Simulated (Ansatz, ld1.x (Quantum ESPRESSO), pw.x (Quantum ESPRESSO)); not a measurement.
## Ru (fcc): variants of one TM potential in the solid

```
Element                 : Ru (Z = 44)
Generator               : ld1.x (Quantum ESPRESSO) 7.5
Type                    : norm-conserving Troullier–Martins (Kleinman–Bylander form)
Functional              : PBE
Relativity              : scalar-relativistic
Frozen core             : [Kr]
Valence charge          : 8
Reference configuration : 4d7 5s1 5p0
Partial waves           : 5p (bound, empty): rc 2.60 bohr; 4d (bound): rc 1.40 bohr; 5s (bound): rc 2.25 bohr
Local potential         : the s channel
Core correction         : none
```

Crystal test: fcc Ru in pw.x 7.5, no spin, 15³ k-points, Fermi–Dirac smearing 0.01 Ry, cutoffs set for each file from its atomic test. The reference is all-electron LAPW (Ansatz 0.2.0) with the same functional, mesh and smearing; V0 and B0 come from Birch–Murnaghan fits to the pressures at five volumes. Errors are pseudo minus all-electron; Δ is the rms difference of the E(V) curves that follow from these fits, minima aligned, over ±6 % about the mean V0. Mesh and smearing are coarse, so the numbers serve the comparison and aren't converged zero-temperature values; the lattice is a test structure that the element need not adopt.

All-electron: a0 = 3.812 Å (V0 = 13.85 Å³/atom), B0 = 303.1 GPa.

Base: This is a poor potential for the solid.

2 further variants are left out: they gave no file fit for a test, a broken result, the same result as the base, or pressures whose basis-set error rivals the error shown.

A dash in a converged row means that the minimum lies outside the volumes sampled.

```tsv
change	cutoffs (Ry)	pw.x	a0 (Å)	a0 error (%)	B0 error (%)	Δ (meV/atom)	mean pressure error (GPa)
base	85/340	converged	–	–	–	–	+18.45
all radii scaled by about 1.10 (s 2.48, p 2.86, d 1.54 bohr)	85/340	converged	–	–	–	–	+19.24
all radii scaled by about 1.32 (s 2.98, p 3.44, d 1.86 bohr)	70/280	converged	3.869	+1.48	-3.2	41.1	+14.80
```

Question: Give the row for: all radii scaled by about 1.24 (s 2.80, p 3.22, d 1.74 bohr).

Answer: pw.x: converged; mean pressure error (GPa): +17.10.
